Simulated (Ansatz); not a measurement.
# From the elastic tensor of InSe to moduli and sound speeds

Theory: DFT PBEsol, scalar-relativistic, plane waves, PAW (Ansatz 0.2.0). Settings: 420 eV plane-wave cutoff, Γ-centred 8×8×6 mesh, fixed occupations. No spin polarisation.

Symmetry: C2/m, No. 12, monoclinic system. Conventional cell: a = 11.749 Å, b = 4.111 Å, c = 4.564 Å, α = 90.00°, β = 110.64°, γ = 90.00°. In (site symmetry m) is surrounded by 3 Se at 2.67 to 2.70 Å and 1 In at 2.79 Å. Around Se (site symmetry m) lie 3 In at 2.67 to 2.70 Å.

Relaxed-ion constants (GPa, on the Cartesian axes of the calculation):
C11 = 112.6, C12 = 30.4, C13 = 31.1, C15 = 0.6, C22 = 75.3, C23 = 17.5, C25 = -11.9, C33 = 23.4, C35 = 7.0, C44 = 17.4, C46 = -7.2, C55 = 25.5, C66 = 23.5 GPa; the others vanish.

Density 6.241 g/cm³; 4 atoms in 103.13 Å³.

The values that follow are for a polycrystal of randomly turned grains, by Hill's mean where one number stands. In a crystal this anisotropic the Voigt and Reuss bounds lie far apart, so Hill's mean and the sound speeds and Debye temperature from it are rough.

With S = C⁻¹: B_V = (C11+C22+C33+2(C12+C13+C23))/9, G_V = (C11+C22+C33−C12−C13−C23+3(C44+C55+C66))/15, 1/B_R = S11+S22+S33+2(S12+S13+S23), 15/G_R = 4(S11+S22+S33−S12−S13−S23)+3(S44+S55+S66); Hill is their mean. Then v_l = √((B+4G/3)/ρ), v_t = √(G/ρ), v_m = [(2/v_t³+1/v_l³)/3]^(−1/3) and Θ = (ħ/k_B)·v_m·(6π²n/V)^(1/3) for n atoms in the volume V; E = 9BG/(3B+G), ν = (3B−2G)/(2(3B+G)) and A^U = 5G_V/G_R + B_V/B_R − 6.

* Bulk modulus, Voigt / Reuss / Hill: 41.0 / 20.2 / 30.6 GPa
* Shear modulus, Voigt / Reuss / Hill: 22.1 / 12.6 / 17.3 GPa
* Young's modulus: 44 GPa
* Poisson ratio: 0.262
* Pugh ratio B/G: 1.77
* Universal anisotropy index: 4.81
* Longitudinal and transverse sound speeds: 2935 and 1667 m/s
* Debye temperature from the mean sound speed: 187 K

This form isn't the usual stable structure of the compound.